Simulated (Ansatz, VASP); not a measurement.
# Two plane-wave programs on RuS

Contents of POSCAR:

```
RuS
1.0
    3.3689683200      0.0000000000      0.0000000000
   -1.6844841600      2.9176121500      0.0000000000
    0.0000000000      0.0000000000      3.2879461700
Ru S
1 1
Direct
    0.0000000000      0.0000000000      0.0000000000
    0.6666666667      0.3333333333      0.5000000000
```

The input INCAR.step1:

```
SYSTEM = RuS
ALGO = Normal
EDIFF = 1E-5
ENCUT = 520
GGA = PE
ISIF = 2
ISMEAR = -1
LASPH = .TRUE.
LREAL = .FALSE.
LWAVE = .TRUE.
NELM = 60
PREC = Accurate
SIGMA = 0.05
```

The input INCAR.step2:

```
SYSTEM = RuS
AEXX = 0.25
ALGO = Normal
EDIFF = 1E-7
ENCUT = 520
GGA = PE
HFSCREEN = 0.2
ISIF = 2
ISMEAR = -1
ISTART = 1
LASPH = .TRUE.
LCHARG = .FALSE.
LHFCALC = .TRUE.
LREAL = .FALSE.
LWAVE = .FALSE.
NELM = 60
PREC = Accurate
PRECFOCK = Fast
SIGMA = 0.05
```

File KPOINTS:

```
k-points
0
G
  5 5 4
  0 0 0
```

The input input.yaml:

```yaml
crystal:
  lattice:
    - [3.36896832, 0.0, 0.0]
    - [-1.68448416, 2.91761215, 0.0]
    - [0.0, 0.0, 3.28794617]
  atoms:
    - { symbol: Ru, position: [0.0, 0.0, 0.0] }
    - { symbol: S, position: [0.6666666667, 0.3333333333, 0.5] }
hamiltonian:
  xc: { exchange: pbe, correlation: pbe, exx: { coeff: 0.25, omega: 0.2 } }
  pseudopotentials: { kind: paw }
kpoints:
  mp_grid: { grid: [5, 5, 4] }
scf:
  occupations: { method: fermi_dirac, width: 0.05 }
output:
  forces: true
  stress: true
  eigenvalues: true
```

The cell comes from a database or a generator and needn't be the stable form of this composition.

Alike in both runs: task single point; functional HSE(alpha, omega); k mesh 5 × 5 × 4; occupations fermi-dirac, width 0.05 eV; no spin polarisation.

```csv
,VASP,Ansatz
version,VASP 6.6.1,Ansatz 0.2.0
potentials or method,"VASP PAW PBE potentials, release 64 (Ru_pv, S)",Ansatz PAW
plane-wave cutoff (eV),520,420
valence electrons in the cell,20,22
```

VASP gave:

| Property | Result |
| --- | --- |
| gap on the k mesh at the Fermi level (eV) | none |
| pressure (GPa) | -21.4 |
| largest component of the traceless stress (GPa) | 2.35 |

Q: Estimate Ansatz's values.

A: gap on the k mesh at the Fermi level (eV): none; pressure (GPa): -21.3; largest component of the traceless stress (GPa): 2.29.

A gap of «none» marks a metal or a gap that the smearing closes. The two sets of potentials don't hold the same shells in valence.

Caveats: the k mesh is coarse (spacing up to 0.48 Å⁻¹), so the values aren't converged, least of all with exact exchange; the PAW data sets were made with another functional, which shifts forces and pressure a little (VASP); the PAW data sets come from PBE, with cores solved anew for the run's functional, which leaves a small shift of forces and pressure (Ansatz); the thresholds are loose for stress (Ansatz).
